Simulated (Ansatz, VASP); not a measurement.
# Mo in VASP and in Ansatz

INCAR

```
SYSTEM = Mo
PREC = Accurate
ENCUT = 520
EDIFF = 1E-6
ISMEAR = 0
SIGMA = 0.15
LREAL = .FALSE.
LASPH = .TRUE.
NELM = 80
ALGO = Fast
ISIF = 2
LWAVE = .FALSE.
LCHARG = .FALSE.
GGA = PE
NBANDS = 13
```

Contents of KPOINTS:

```
regular mesh
0
G
  22 22 22
  0 0 0
```

Contents of POSCAR:

```
Mo
1.0
    0.0000000000      2.1324827332      1.6914853039
    2.1324827332      0.0000000000      1.6914853039
    2.1324827332      2.1324827332      0.0000000000
Mo
1
Direct
    0.0000000000      0.0000000000      0.0000000000
```

Input for Ansatz:

```yaml
crystal:
  lattice:
    - [0.0, 2.1324827332, 1.6914853039]
    - [2.1324827332, 0.0, 1.6914853039]
    - [2.1324827332, 2.1324827332, 0.0]
  atoms:
    - { symbol: Mo, position: [0.0, 0.0, 0.0] }
basis:
  ecutwfc: 420
kpoints:
  mp_grid: { grid: [22, 22, 22] }
hamiltonian:
  xc: pbe
scf:
  occupations: { method: gaussian, width: 0.15 }
output:
  forces: true
  stress: true
  eigenvalues: true
```

Alike in both runs: task single point; functional PBE; k mesh 22 × 22 × 22; occupations gaussian, width 0.15 eV; no spin polarisation.

```csv
,VASP,Ansatz
version,VASP 6.6.1,Ansatz 0.2.0
potentials or method,"VASP PAW PBE potentials, release 64 (Mo_sv)","scalar-relativistic, plane waves, PAW"
plane-wave cutoff (eV),520,420
valence electrons in the cell,14,14
```

Ansatz gave:

```
gap on the k mesh at the Fermi level (eV)       : none
pressure (GPa)                                  : 8.7
largest component of the traceless stress (GPa) : 19.90
```

Problem. Estimate VASP's values.

Solution. gap on the k mesh at the Fermi level (eV): none; pressure (GPa): 9.3; largest component of the traceless stress (GPa): 19.88.

A gap of «none» marks a metal or a gap that the smearing closes. With one functional, cell and mesh, what is left measures potentials, basis and numerics.
